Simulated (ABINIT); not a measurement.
Crystal: BaTiO3 (Barioperovskite).

```
Ba Ti O
1.0
     3.98550    0.00000    0.00000
     0.00000    2.83690    2.84515
     0.00000   -2.83690    2.84515
Ba Ti O
1 1 3
Direct
  0.00000 0.00000 0.00000
  0.50000 0.51240 0.51240
  0.50000 0.99184 0.50524
  0.50000 0.50524 0.99184
  0.00000 0.48740 0.48740
```

```yaml
Program: ABINIT 10.8.3 (patched build)
Task: relaxation of cell and atoms
Functional: LDA
Potentials_or_basis: JTH PAW LDA v2.0
Cutoff: 626 eV
k_mesh: 5 × 5 × 5
Occupations: fermi-dirac, width 0.05 eV
Spin: no spin polarisation
```

At the start: pressure -7.3 GPa; volume 12.87 Å³/atom.

**Question.** Where does the relaxation end?

**Answer.** Over 9 steps the energy falls by 16.1 meV/atom and the volume is 12.41 Å³/atom (-3.6 %); space group Amm2 (No. 38, to 0.05 Å).

The path:
```
step  energy change (eV)  largest force (eV/Å)  pressure (GPa)  volume (Å³)
   1              0.0000                0.3332           -7.28        64.34
   2             -0.0513                0.2564           -3.44        62.92
   3             -0.0672                0.2051            0.46        61.64
   4             -0.0686                0.1940            0.36        61.68
   5             -0.0793                0.0813            0.00        61.92
   6             -0.0796                0.0746            0.01        61.93
   7             -0.0802                0.0410            0.03        61.98
   8             -0.0802                0.0363            0.02        61.99
   9             -0.0804                0.0182           -0.01        62.04
```

Final structure:
```
CELL_PARAMETERS angstrom
3.93215 0.00000 0.00000
0.00000 2.80488 2.81240
0.00000 -2.80488 2.81240
ATOMIC_POSITIONS crystal
Ba 0.00000 0.00510 0.00510
Ti 0.50000 0.51732 0.51732
O 0.50000 0.98711 0.49421
O 0.50000 0.49421 0.98711
O 0.00000 0.49314 0.49314
```

Caveat: this set's barium file shifts pressures by 1.5 GPa and gaps by 0.1 eV against other sets; the atomic spheres overlap.
